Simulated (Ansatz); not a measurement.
A series in volume scale on TaC

Periodic Kohn-Sham DFT of a crystal at fixed atoms, scaled to volume_scale times the given cell; pressure positive in compression, energy less spherical unpolarised free atoms, largest_vzz the field gradient of largest size among the nuclei. The results are calculated, by Ansatz 0.2.0.

The cell before it is scaled or strained (space group Fm-3m, No. 225):
```
TaC
1.0
      0.0000     2.2270     2.2270
      2.2270     0.0000     2.2270
      2.2270     2.2270     0.0000
Ta C
1 1
Direct
  0.00000 0.00000 0.00000
  0.50000 0.50000 0.50000
```

Settings of every row: method all-electron PAW; functional LDA; relativity scalar; k mesh 16x16x16; filling fermi-dirac; smearing width 0.05 eV; nucleus gaussian.

Atom start moment: 0 on all atoms.

Limits: no spin-orbit coupling on heavy atoms.

```csv
row,volume scale,V (Å³/atom),pressure (GPa)
1,0.94,10.382,12.936
2,0.96,10.603,4.688
3,0.98,10.824,-2.731
4,0.99,10.934,-6.155
5,1,11.045,?
6,1.01,11.155,-12.483
7,1.02,11.266,-15.404
8,1.04,11.487,-20.8
9,1.06,11.708,-25.648
```

Question: what pressure should row 5 give?

Worked fit of pressure. Take u = (V_r/V)^(2/3) − 1 with V_r = 11.044 Å³ an atom, which is twice the finite (Eulerian) strain; such expansions in the strain, on which the Birch-Murnaghan equation of state is built, carry the rest volume and the bulk modulus. The shown rows have u = 0.04207, 0.02754, 0.0135, 0.0067, -0.00664, -0.01318, -0.02588, -0.03818. Least squares give pressure = −9.3839 + 475.403 × u + 1304.69 × u² GPa; a straight line predicts inner rows, each left out in turn, worse (root mean square 0.67 against 0.016 GPa). The rows lie off it by 0.011, -0.010, -0.003, -0.015, 0.000, 0.019, 0.013, -0.015 (root mean square 0.012 GPa). The pressure vanishes at u = 0.0188, or V = 10.74 Å³ an atom, and there the bulk modulus at fixed shape and fractions is B = −V dP/dV = (2/3)(1 + u) dP/du = 356 GPa. The withheld row has u = -6e-05, so the fit gives −9.3839 + 475.403 × (-6e-05) + 1304.69 × (-6e-05)² = -9.412 GPa.

The calculation gave -9.403 GPa. The fit lies 0.009 GPa (0.023 % of the column's range) below it; its largest miss of a shown row is 0.019 GPa.
